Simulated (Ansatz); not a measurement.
# I: single point with PBE

I:

```
I
1.0
     3.63503   -2.39502    0.00000
     3.63503    2.39502    0.00000
     0.00000    0.00000    9.79344
I
4
Direct
  0.65349 0.34675 0.38295
  0.15234 0.84035 0.11361
  0.36674 0.64517 0.61547
  0.84626 0.15370 0.88219
```

The cell isn't the ideal one: atoms moved at random, drawn with an rms of 0.05 Å.

* Program: Ansatz 0.2.0
* Task: single point
* Functional: PBE
* Potentials or basis: all-electron LAPW, scalar-relativistic
* Cutoff: 276 eV (chosen from the basis error)
* Basis error allowed: 0.001 eV/atom
* k mesh: 7 × 7 × 3
* Occupations: fermi-dirac, width 0.05 eV
* Spin: no spin polarisation

The pressure is 1.6 GPa. The largest force is 0.917 eV/Å. The band gap on the k mesh is 1.31 eV, indirect (least direct gap 1.40 eV).

Forces on the atoms (eV/Å):
```
I   -0.004 -0.464 -0.791
I    0.009 -0.205  0.549
I   -0.011  0.454  0.776
I    0.006  0.215 -0.534
```

Stress tensor (GPa, compression positive):
```
1.27 0.01 0.02
0.01 1.15 0.38
0.02 0.38 2.31
```

Levels at points of the mesh, in eV from the valence-band top:
```
           k point  band 47  band 48  band 49  band 50  band 51  band 52  band 53  band 54
(0.00, 0.00, 0.00)    -1.06    -0.54    -0.07     0.00     1.40     2.22     5.30     5.34
```

It took 3.1 min on 2 threads of Arm Neoverse V2, with other jobs on the host, peak memory 0.93 GiB.

Caveat: spin-orbit coupling is left out, which moves the levels of the heavy elements; an odd mesh through Γ misses points on the zone boundary, where band edges often lie.
